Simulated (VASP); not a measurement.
Method: PBE GGA, VASP's PBE PAW potentials (set 64) (plane waves; VASP 6.6.1).

VASP input:

INCAR:
```
NELM = 100   # most electronic steps
SYSTEM = LiI
LWAVE = F
NELMIN = 4
IBRION = 2
NSW = 20
PREC = Normal
LREAL = F
GGA = PE   # PBE
ALGO = Fast   # Davidson, then RMM-DIIS
LMAXMIX = 4
LASPH = T   # aspherical one-centre terms
EDIFF = 1E-5   # SCF stop (eV)
LCHARG = F
ISIF = 2   # forces and stress, cell fixed
SIGMA = 0.05
EDIFFG = -0.03   # ionic stop
ISMEAR = 0   # Gaussian
ENCUT = 450
```

File POSCAR:
```
LiI
1
    0.0000000000     3.0100000000     3.0100000000
    3.0100000000     0.0000000000     3.0100000000
    3.0100000000     3.0100000000     0.0000000000
Li I
1 1
Direct
  0.0000000000   0.0000000000   0.0000000000
  0.5000000000   0.5000000000   0.5000000000
```

**KPOINTS**
```
Automatic mesh
0
Gamma
  9 9 9
0 0 0
```

POTCAR, in this order: Li_sv I (PBE.64 set). Program: vasp_std.

What VASP printed:

File OUTCAR:
```
 ion  position               nearest neighbor table
   1  0.000  0.000  0.000-   2 3.01   2 3.01   2 3.01   2 3.01   2 3.01   2 3.01
   2  0.500  0.500  0.500-   1 3.01   1 3.01   1 3.01   1 3.01   1 3.01   1 3.01
  LATTYP: Found a face centered cubic cell.
 ALAT       =     6.0200000000
 Subroutine PRICEL returns:
 Original cell was already a primitive cell.
 Subroutine GETGRP returns: Found 48 space group operations
The static configuration has the point symmetry O_h .
The dynamic configuration has the point symmetry O_h .
 Subroutine INISYM returns: Found 48 space group operations
 Subroutine IBZKPT returns following result:
 Found     35 irreducible k-points:

 Following reciprocal coordinates:
            Coordinates               Weight
  0.000000  0.000000  0.000000      1.000000
  0.111111  0.000000  0.000000      8.000000
  0.222222  0.000000  0.000000      8.000000
  0.333333  0.000000  0.000000      8.000000
  0.444444  0.000000  0.000000      8.000000
  0.111111  0.111111  0.000000      6.000000
  0.222222  0.111111  0.000000     24.000000
  0.333333  0.111111  0.000000     24.000000
  0.444444  0.111111  0.000000     24.000000
...
```

OSZICAR:
```
       N       E                     dE             d eps       ncg     rms          rms(c)
DAV:   1     0.346340233200E+02    0.34634E+02   -0.32124E+03   630   0.862E+02
DAV:   2    -0.414316508317E+01   -0.38777E+02   -0.37079E+02   884   0.131E+02
DAV:   3    -0.578340241701E+01   -0.16402E+01   -0.16385E+01   743   0.310E+01
DAV:   4    -0.584470604971E+01   -0.61304E-01   -0.61255E-01   997   0.640E+00
DAV:   5    -0.584550513843E+01   -0.79909E-03   -0.79907E-03   844   0.702E-01    0.216E+00
RMM:   6    -0.583399932571E+01    0.11506E-01   -0.17493E-02   638   0.932E-01    0.138E+00
RMM:   7    -0.583944765670E+01   -0.54483E-02   -0.34386E-02   662   0.126E+00    0.269E-01
RMM:   8    -0.583991571742E+01   -0.46806E-03   -0.29712E-03   719   0.482E-01    0.405E-02
RMM:   9    -0.583999326873E+01   -0.77551E-04   -0.82160E-04   797   0.233E-01    0.465E-02
RMM:  10    -0.584002120451E+01   -0.27936E-04   -0.25849E-04   702   0.119E-01    0.395E-02
RMM:  11    -0.584001777560E+01    0.34289E-05   -0.10843E-04   565   0.743E-02    0.639E-03
RMM:  12    -0.584003017566E+01   -0.12400E-04   -0.61515E-05   532   0.456E-02    0.225E-03
RMM:  13    -0.584003399984E+01   -0.38242E-05   -0.34153E-05   491   0.339E-02
   1 F= -.58400340E+01 E0= -.58400340E+01  d E =-.584003E+01
```

OUTCAR:
```
------------------------ aborting loop because EDIFF is reached ----------------------------------------
  FORCE on cell =-STRESS in cart. coord.  units (eV):
  Direction    XX          YY          ZZ          XY          YZ          ZX
  --------------------------------------------------------------------------------------
  Total       -0.0638298     -0.0638298     -0.0638298      0.0000000      0.0000000      0.0000000
  in kB       -1.8750152     -1.8750152     -1.8750152      0.0000000      0.0000000      0.0000000
  external PRESSURE =      -1.8750152 kB  Pullay stress =       0.0000000 kB
  volume of cell :       54.54
      direct lattice vectors                 reciprocal lattice vectors
     0.000000000  3.010000000  3.010000000    -0.166112957  0.166112957  0.166112957
     3.010000000  0.000000000  3.010000000     0.166112957 -0.166112957  0.166112957
     3.010000000  3.010000000  0.000000000     0.166112957  0.166112957 -0.166112957
 POSITION                                       TOTAL-FORCE (eV/Angst)
 -----------------------------------------------------------------------------------
      0.00000      0.00000      0.00000        -0.000000      0.000000     -0.000000
      3.01000      3.01000      3.01000         0.000000     -0.000000      0.000000
 -----------------------------------------------------------------------------------
    total drift:                               -0.000000     -0.000000     -0.000000
  FREE ENERGIE OF THE ION-ELECTRON SYSTEM (eV)
  ---------------------------------------------------
  free  energy   TOTEN  =        -5.8400339998 eV

  energy  without entropy=       -5.8400339998  energy(sigma->0) =       -5.84003400

 reached required accuracy - stopping structural energy minimisation
```
(Selected blocks of OUTCAR.)

At this cut-off the stress carries a Pulay error, which pulls relaxed volumes low.

The compound is LiI in the rock salt structure. The cell was not relaxed at this level.
